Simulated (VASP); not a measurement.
# AlN (F-43m) under uniaxial stress along [001]

How do the elastic response and the band edges of AlN follow uniaxial stress along [001]?

Method: LDA; plane waves and PAW (Al, N); cell typed or built by script, in the first sound run; inputs show where later runs differ, in VASP 6.6.1.

## 1. Starting point

It takes space group F-43m (No. 216, cubic). Conventional cell: a = 4.380 Å, b = 4.380 Å, c = 4.380 Å, α = 90.00°, β = 90.00°, γ = 90.00°. Al has 4 N at 1.90 Å nearest. N has 4 Al at 1.90 Å nearest. Farther neighbours and most contacts between anions are not listed.

## 2. Relax the crystal, LDA

The series starts from the cell that this level prefers, so that zero strain is near zero stress.

This step took 2 runs in a row; the last is shown.

Level: LDA; plane waves and PAW (Al, N); cell typed or built by script.

INCAR reads:

```
SYSTEM = AlN
PREC = Accurate
ENCUT = 600
EDIFF = 1E-07
NELM = 120
ISMEAR = 0
SIGMA = 0.02
LREAL = .FALSE.
ALGO = Normal
GGA = CA
NBANDS = 10
LASPH = .TRUE.
LORBIT = 11
LWAVE = .FALSE.
LCHARG = .FALSE.
KPAR = 16
IBRION = 2
NSW = 40
ISIF = 3
EDIFFG = -0.005
POTIM = 0.4
```

POSCAR reads:

```
AlN
1.0
    0.0000000000      2.1729629977      2.1729629977
    2.1729629977      0.0000000000      2.1729629977
    2.1729629977      2.1729629977      0.0000000000
Al N
1 1
Direct
    0.0000000000      0.0000000000      0.0000000000
    0.2500000000      0.2500000000      0.2500000000
```

KPOINTS reads:

```
Automatic mesh
0
Gamma
12 12 12
0 0 0
```

The projector-augmented-wave data sets are Al and N (LDA family, release 64).

The run is started by

```bash
$ mpirun -np 16 vasp_std
```

What it wrote:

```text
[banner, memory and clock lines left out]
running   16 mpi-ranks, on    1 nodes
[...]
|                                                                             |
|           W    W    AA    RRRRR   N    N  II  N    N   GGGG   !!!           |
|           W    W   A  A   R    R  NN   N  II  NN   N  G    G  !!!           |
|           W    W  A    A  R    R  N N  N  II  N N  N  G       !!!           |
|           W WW W  AAAAAA  RRRRR   N  N N  II  N  N N  G  GGG   !            |
|           WW  WW  A    A  R   R   N   NN  II  N   NN  G    G                |
|           W    W  A    A  R    R  N    N  II  N    N   GGGG   !!!           |
|                                                                             |
|     For optimal performance we recommend to set                             |
|       NCORE = 2 up to number-of-cores-per-socket                            |
|     NCORE specifies how many cores store one orbital (NPAR=cpu/NCORE).      |
|     This setting can greatly improve the performance of VASP for DFT.       |
[...]
|     Unfortunately you need to use the default for GW and RPA                |
|     calculations (for HF NCORE is supported but not extensively tested      |
|     yet).                                                                   |
|                                                                             |

 LDA part: xc-table for (Slater(with rela. corr.)+CA(PZ))
 , standard interpolation
 POSCAR, INCAR and KPOINTS ok, starting setup
[...]
entering main loop
       N       E                     dE             d eps       ncg     rms          rms(c)
DAV:   1     0.121295161562E+02    0.12130E+02   -0.44324E+03  1456   0.769E+02
DAV:   2    -0.180827623717E+02   -0.30212E+02   -0.29360E+02  1794   0.139E+02
DAV:   3    -0.189339140754E+02   -0.85115E+00   -0.85003E+00  1774   0.232E+01
DAV:   4    -0.189373993829E+02   -0.34853E-02   -0.34851E-02  1628   0.172E+00
[...]
DAV:  10    -0.163761952242E+02   -0.19680E-04   -0.63420E-05  1566   0.609E-02    0.412E-02
DAV:  11    -0.163761938755E+02    0.13486E-05   -0.13174E-06  1622   0.881E-03    0.811E-03
DAV:  12    -0.163761938750E+02    0.55468E-09   -0.33902E-08   886   0.159E-03
   1 F= -.16376194E+02 E0= -.16376194E+02  d E =-.163762E+02
[...]
reached required accuracy - stopping structural energy minimisation
```

It took 2 s on 16 MPI ranks of Intel Xeon 6975P-C (Granite Rapids), shared host; peak memory 2.3 GiB.

Lines that name or quote the potential files are left out of all logs, and their timing lines are given in words.

From OUTCAR (step 2):

```text
  Total        0.0012619      0.0012619      0.0012619      0.0000000      0.0000000      0.0000000
  in kB        0.0985223      0.0985223      0.0985223      0.0000000      0.0000000      0.0000000
  external PRESSURE =       0.0985223 kB  Pullay stress =       0.0000000 kB

 POSITION                                       TOTAL-FORCE (eV/Angst)
 -----------------------------------------------------------------------------------
      0.00000      0.00000      0.00000        -0.000000     -0.000000     -0.000000
      1.08648      1.08648      1.08648         0.000000      0.000000      0.000000
 -----------------------------------------------------------------------------------
    total drift:                               -0.000000     -0.000000     -0.000000

  FREE ENERGIE OF THE ION-ELECTRON SYSTEM (eV)
  ---------------------------------------------------
  free  energy   TOTEN  =       -16.3761938750 eV

  energy  without entropy=      -16.3761938750  energy(sigma->0) =      -16.37619387

 reached required accuracy - stopping structural energy minimisation

[... 3 further parts left out ...]
[key lines of the parts left out:]
E-fermi :   6.0464
```

This run gave:

- energy(sigma→0) of the program: -16.3762 eV
- stress, compression positive: xx, yy, zz 0.01, 0.01, 0.01 GPa
- volume: 20.520 Å³
- ionic steps: 1

## 3. Strain across the axis, LDA

One member in full: the axis is strained by -1 %, and the two directions across it are strained alike until their mean stress is under 0.012 GPa or five steps are spent.

This step took 3 runs, each at a new trial strain with the atoms of the one before; the last is shown.

Level: LDA; plane waves and PAW (Al, N); cell typed or built by script.

INCAR: that of step 2 with these lines changed.

```diff
@@ -15,7 +15,7 @@
 LCHARG = .FALSE.
-KPAR = 16
-IBRION = 2
-NSW = 40
-ISIF = 3
-EDIFFG = -0.005
-POTIM = 0.4
+KPAR = 4
+IBRION = 1
+NSW = 25
+ISIF = 2
+EDIFFG = -0.004
+POTIM = 0.3
```

POSCAR reads:

```
AlN
1.0
    0.0000000000      2.1808983280      2.1512333680
    2.1808983280      0.0000000000      2.1512333680
    2.1808983280      2.1808983280      0.0000000000
Al N
1 1
Direct
    0.0000000000      0.0000000000      0.0000000000
    0.2500000000      0.2500000000      0.2500000000
```

KPOINTS is that of step 2.

The run is started by

```bash
$ mpirun -np 4 vasp_std
```

What it wrote:

```text
[banner, memory and clock lines left out]
running    4 mpi-ranks, on    1 nodes
[...]
LDA part: xc-table for (Slater(with rela. corr.)+CA(PZ))
 , standard interpolation
 POSCAR, INCAR and KPOINTS ok, starting setup
[...]
entering main loop
       N       E                     dE             d eps       ncg     rms          rms(c)
DAV:   1     0.124353212754E+02    0.12435E+02   -0.44916E+03  3308   0.767E+02
DAV:   2    -0.180667581201E+02   -0.30502E+02   -0.29151E+02  3986   0.140E+02
DAV:   3    -0.189384628161E+02   -0.87170E+00   -0.87042E+00  3878   0.233E+01
DAV:   4    -0.189420442178E+02   -0.35814E-02   -0.35813E-02  3644   0.178E+00
[...]
DAV:  10    -0.163750010771E+02   -0.20390E-04   -0.55174E-05  3514   0.569E-02    0.403E-02
DAV:  11    -0.163749999182E+02    0.11589E-05   -0.12590E-06  3664   0.815E-03    0.783E-03
DAV:  12    -0.163749999202E+02   -0.19129E-08   -0.33450E-08  1946   0.156E-03
   1 F= -.16375000E+02 E0= -.16375000E+02  d E =-.163750E+02
 BRION: g(F)=  0.309E-44 g(S)=  0.000E+00
 reached required accuracy - stopping structural energy minimisation
```

Run time: 4.3 s. Hardware: 4 MPI ranks; peak memory 0.59 GiB.

OUTCAR, selected parts (step 3):

```text
  Total       -0.0000720     -0.0000720      0.2228013      0.0000000      0.0000000      0.0000000
  in kB       -0.0056347     -0.0056347     17.4437513      0.0000000      0.0000000      0.0000000
  external PRESSURE =       5.8108273 kB  Pullay stress =       0.0000000 kB

 POSITION                                       TOTAL-FORCE (eV/Angst)
 -----------------------------------------------------------------------------------
      0.00000      0.00000      0.00000        -0.000000     -0.000000     -0.000000
      1.09045      1.09045      1.07562         0.000000      0.000000      0.000000
 -----------------------------------------------------------------------------------
    total drift:                               -0.000001     -0.000001     -0.000006

  FREE ENERGIE OF THE ION-ELECTRON SYSTEM (eV)
  ---------------------------------------------------
  free  energy   TOTEN  =       -16.3749999202 eV

  energy  without entropy=      -16.3749999202  energy(sigma->0) =      -16.37499992

[... 1 part as in an earlier step ...]

[... 3 further parts left out ...]
[key lines of the parts left out:]
E-fermi :   6.0795
```

This run gave:

| Property | Result |
| --- | --- |
| energy(sigma→0) of the program | -16.3750 eV |
| stress, compression positive | xx, yy, zz 0.00, 0.00, 1.74 GPa |
| ionic steps | 1 |

## 4. Band edges, HSE06

Short lines in KPOINTS_OPT sample the zone centre along and across the axis, for masses, and the other valleys.

Level: HSE06; plane waves and PAW (Al, N); cell typed or built by script.

INCAR reads:

```
SYSTEM = AlN
PREC = Accurate
ENCUT = 600
EDIFF = 1E-06
NELM = 100
ISMEAR = 0
SIGMA = 0.02
LREAL = .FALSE.
ALGO = Normal
LHFCALC = .TRUE.
AEXX = 0.25
GGA = PE
HFSCREEN = 0.2
LASPH = .TRUE.
NBANDS = 9
PRECFOCK = Fast
LWAVE = .FALSE.
LCHARG = .FALSE.
KPAR = 4
```

POSCAR is that of step 3.

KPOINTS reads:

```
Automatic mesh
0
Gamma
6 6 6
0 0 0
```

KPOINTS_OPT reads:

```
Line mode
6
Line-mode
Reciprocal
  0.00000000   0.00000000   0.00000000
  0.01711897   0.01711897   0.00000000

  0.00000000   0.00000000   0.00000000
 -0.00000000  -0.01735504  -0.01735504

  0.31000000   0.31000000   0.00000000
  0.50000000   0.50000000   0.00000000

  0.00000000   0.31000000   0.31000000
  0.00000000   0.50000000   0.50000000

  0.45000000   0.45000000   0.45000000
  0.50000000   0.50000000   0.50000000

  0.45000000   0.00000000   0.00000000
  0.50000000   0.00000000   0.00000000

  0.42500000   0.42500000   0.00000000
  0.42500000   0.44235504   0.01735504

  0.50000000   0.50000000   0.50000000
  0.48772814   0.51227186   0.50000000
```

The run is started by

```bash
$ mpirun -np 4 vasp_std
```

What it wrote:

```text
[banner, memory and clock lines left out]
running    4 mpi-ranks, on    1 nodes
[...]
|                                                                             |
|               ----> ADVICE to this user running VASP <----                  |
|                                                                             |
|     You enforced a specific xc type in the INCAR file but a different       |
|     [... a line on the potential file left out ...]
|     I HOPE YOU KNOW WHAT YOU ARE DOING!                                     |
|                                                                             |

 LDA part: xc-table for (Slater+PW92), standard interpolation
 found WAVECAR, reading the header
 POSCAR, INCAR and KPOINTS ok, starting setup
[...]
reading WAVECAR
 the WAVECAR file was read successfully
 initial charge from wavefunction
 entering main loop
       N       E                     dE             d eps       ncg     rms          rms(c)
DAV:   1    -0.174621556718E+02   -0.17462E+02   -0.10412E+00   541   0.746E+00    0.943E+00
DAV:   2    -0.174631092720E+02   -0.95360E-03   -0.15285E-02   682   0.122E+00    0.612E+00
DAV:   3    -0.174613109378E+02    0.17983E-02   -0.44640E-03   583   0.393E-01    0.367E+00
DAV:   4    -0.174609491255E+02    0.36181E-03   -0.35878E-04   658   0.120E-01    0.217E+00
[...]
DAV:   8    -0.174606928358E+02    0.62487E-05   -0.21556E-06   514   0.134E-02    0.244E-01
DAV:   9    -0.174606910081E+02    0.18277E-05   -0.74557E-07   279   0.834E-03    0.143E-01
DAV:  10    -0.174606904626E+02    0.54544E-06   -0.28521E-07   276   0.579E-03
   1 F= -.17460690E+02 E0= -.17460690E+02  d E =-.422358E-31
 Start KPOINTS_OPT (optional k-point list driver)
k-point batch [1-30\48]
       N       E                     dE             ncg
DAV:   1     0.106041186246E+04   -0.56550E+04      540
DAV:   2     0.937955076603E+02   -0.96662E+03      729
DAV:   3     0.482416512211E+02   -0.45554E+02      632
DAV:   4     0.479339733324E+02   -0.30768E+00      684
DAV:   5     0.479327606646E+02   -0.12127E-02      684
DAV:   6     0.479327501869E+02   -0.10478E-04      700
DAV:   7     0.479327500584E+02   -0.12849E-06      580
k-point batch [31-48\48]
       N       E                     dE             ncg
DAV:   1     0.453797929694E+04   -0.61369E+04      324
DAV:   2     0.395062601872E+04   -0.58735E+03      397
DAV:   3     0.392433659308E+04   -0.26289E+02      346
DAV:   4     0.392409988280E+04   -0.23671E+00      374
DAV:   5     0.392409824074E+04   -0.16421E-02      368
DAV:   6     0.392409821855E+04   -0.22192E-04      388
DAV:   7     0.392409821817E+04   -0.37609E-06      347
```

Wall time 72 s (4 MPI ranks); peak memory 1.1 GiB; 3.8 min of CPU time.

From OUTCAR (step 4):

```text
  LATTYP: Found a body centered tetragonal cell.
 ALAT       =     3.0842559936
 C/A-ratio  =     1.3949771825

 Subroutine GETGRP returns: Found  8 space group operations
 (whereof  8 operations were pure point group operations)

The static configuration has the point symmetry D_2d.

 Found     30 irreducible k-points:

   k-points           NKPTS =     30   k-points in BZ     NKDIM =    216   number of bands    NBANDS=      9

   dimension x,y,z NGX =    24 NGY =   24 NGZ =   28
   dimension x,y,z NGXF=    48 NGYF=   48 NGZF=   56

   ENCUT  =  600.0 eV  44.10 Ry    6.64 a.u.   6.12  6.12  6.16*2*pi/ulx,y,z

   NELECT =       8.0000    total number of electrons

  exchange ACFDT corr.  =         0.00000000  see jH, gK, PRB 81, 115126

 E-fermi :   5.3972

 k-point     1 :       0.0000    0.0000    0.0000
  band No.  band energies     occupation
      1     -11.3892      2.00000
      2       5.1818      2.00000
      3       5.1818      2.00000
      4       5.2392      2.00000
      5      10.9476      0.00000
      6      19.6249      0.00000
      7      19.6400      0.00000
      8      19.6400      0.00000
      9      24.6975      0.00000

 k-point     2 :       0.1667    0.0000    0.0000
  band No.  band energies     occupation
      1     -10.9539      2.00000
      2       3.2199      2.00000
      3       5.0232      2.00000
      4       5.0845      2.00000
      5      12.4332      0.00000
      6      18.7246      0.00000
      7      19.7734      0.00000
      8      19.8796      0.00000
      9      22.9108      0.00000

 POSITION                                       TOTAL-FORCE (eV/Angst)
 -----------------------------------------------------------------------------------
      0.00000      0.00000      0.00000        -0.000000     -0.000000      0.000000
      1.09045      1.09045      1.07562         0.000000      0.000000     -0.000000
 -----------------------------------------------------------------------------------
    total drift:                                0.000002      0.000002      0.000012

  FREE ENERGIE OF THE ION-ELECTRON SYSTEM (eV)
  ---------------------------------------------------
  free  energy   TOTEN  =       -17.4606904626 eV

  energy  without entropy=      -17.4606904626  energy(sigma->0) =      -17.46069046

[... 1 part as in an earlier step ...]

[... 7 further parts left out ...]
```

Numbers from this step:

| Quantity | Value |
| --- | --- |
| energy(sigma→0) of the program | -17.4607 eV |

(Continued in part 2 of 2.)

[Lines on the potential files, build, host, timing and source positions are cut from VASP's logs without a mark.]

[Logs are printed without paths, hosts, clocks, repeated set-up lines and the standing remarks that a program may print on its own settings, such as how far it seeks lower states.]

[Hosts, paths, dates, database ids (printed as entryN), source tags and the programs' standing remarks are cut or masked in the printed files.]

[In band tables of VASP the shares of atoms and orbitals are scaled to a sum of 1 inside the atoms' spheres.]
